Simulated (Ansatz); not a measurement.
# CdF2: the cost of one run

Method: DFT LDA, scalar-relativistic, plane waves, PAW, in Ansatz 0.2.0.

1 further run of the same task is left out (set aside as unsound or not needed).

### Step 1. The structure to begin with

Symmetry: Fm-3m, No. 225, cubic system. The conventional cell has a = 5.298 Å, b = 5.298 Å, c = 5.298 Å, α = 90.00°, β = 90.00°, γ = 90.00°. Cd (site symmetry m-3m) is surrounded by 8 F at 2.29 Å. F (site symmetry -43m) is surrounded by 4 Cd at 2.29 Å.

Coordinates:

```
CELL_PARAMETERS angstrom
0.00000 2.64883 2.64883
2.64883 0.00000 2.64883
2.64883 2.64883 0.00000
ATOMIC_POSITIONS crystal
Cd 0.00000 0.00000 0.00000
F 0.25000 0.25000 0.25000
F 0.75000 0.75000 0.75000
```

This cell was relaxed beforehand with the same method: volume 12.39 Å³/atom, gap on the mesh 2.99 eV.

### Step 2. The reference cell

Reference values: F = -9706.3515 eV; pressure -0.02 GPa; largest force 0.000 eV/Å; gap on the mesh 2.99 eV. It was computed beforehand with the settings of the runs below.

### Step 3. The scan: one atom moved over a plane

Atom 1 (Cd) is moved by p along (0.000, 1.000, 0.000) and q along (0.000, 0.000, 1.000) (Å), all else fixed; its images in the other cells move with it. Points alike by symmetry are run once.

### Step 4. Point p = -0.600, q = -0.600

Contents of input.yaml:

```yaml
crystal:
  lattice:
    - [0.0, 2.6488277134, 2.6488277134]
    - [2.6488277134, 0.0, 2.6488277134]
    - [2.6488277134, 2.6488277134, 0.0]
  atoms:
    - { symbol: Cd, position: [-0.2265152984, 0.0, 0.0] }
    - { symbol: F, position: [0.25, 0.25, 0.25] }
    - { symbol: F, position: [0.75, 0.75, 0.75] }
basis:
  ecutwfc: 420
kpoints:
  mp_grid: { grid: [8, 8, 8] }
hamiltonian:
  xc: lda
scf:
  occupations: { method: gaussian, width: 0.05 }
output:
  forces: true
  stress: true
  eigenvalues: true
```

Q: Estimate wall time and peak memory on 1 thread of an Arm CPU, shared host.

About 8 s, with a peak of 0.34 GiB.
